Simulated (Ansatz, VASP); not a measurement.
# One calculation of TaN, two programs

```
Ta N
1.0
     2.96738    0.00000    0.00000
    -1.48369    2.56983    0.00000
     0.00000    0.00000    2.88300
Ta N
1 1
Cartesian
  0.0000 1.7132 1.4415
  0.0000 0.0000 0.0000
```

Change from the starting cell: equal xx and yy strain of +1 %, crystal datasets.

Alike in both runs: task electric field gradients; functional PBE; k mesh 12 × 12 × 10; occupations fermi-dirac, width 0.02 eV; no spin polarisation.

|  | VASP | Ansatz |
| --- | --- | --- |
| version | VASP 6.6.1 | Ansatz 0.2.0 |
| potentials or method | VASP PAW PBE potentials, release 64 (Ta_pv, N), cutoff 520 eV | all-electron PAW with datasets made for the crystal, scalar-relativistic |

```tsv
	VASP	Ansatz	Ansatz less VASP
pressure (GPa)	-1.2	-1.7	-0.43
largest component of the traceless stress (GPa)	4.41	4.31	-0.099
Vzz of the field gradient on the site that differs most (V/Å²)	16.0	53.9	+37.87
```

Ansatz ran all-electron here, so the differences hold the error of VASP's frozen core and of both bases. Ansatz warned: «gradients_without_spin_orbit».

Spin-orbit coupling is left out, which matters for the levels of Ta.
